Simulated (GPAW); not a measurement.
Runs of GPAW 26.7.0 on CsPbBr3. It takes space group Pm-3m (No. 221, cubic). Conventional cell: a = 5.870 Å, b = 5.870 Å, c = 5.870 Å, α = 90.00°, β = 90.00°, γ = 90.00°. Around Pb (site symmetry m-3m) lie 6 Br at 2.94 Å. Around Cs (site symmetry m-3m) lie 12 Br at 4.15 Å. Around Br (site symmetry 4/mmm) lie 2 Pb at 2.94 Å. Measurements of this composition are mostly on another form, of space group No. 62.

```tsv
task	level	potentials or basis	band path	band points	pressure (GPa)
band structure	LDA	the program's PAW data sets (release 1.2.1) made for this functional, pw	GXMGRX,MR	100	(a)
band structure	PBEsol	PAW data sets generated in the run's folder for this functional, pw	GXMGRX,MR	100	-0.1
band structure	r2SCAN	GPAW PAW data sets (gpaw-data 1.2.1), pw	GXMGRX,MR	100	0.7
band structure	PBE	GPAW PAW data sets (gpaw-data 1.2.1), pw	GXMGRX,MR	100	1.4
```

Alike in all rows: no spin polarisation; cell as given; k mesh 5 × 5 × 5; cutoff (eV) 600; smearing fermi-dirac 0.05 eV.

Estimate the missing entries.

(a) -1.3.

Caveats: the PAW data sets were made with another functional, which shifts forces and pressure a little (some runs).
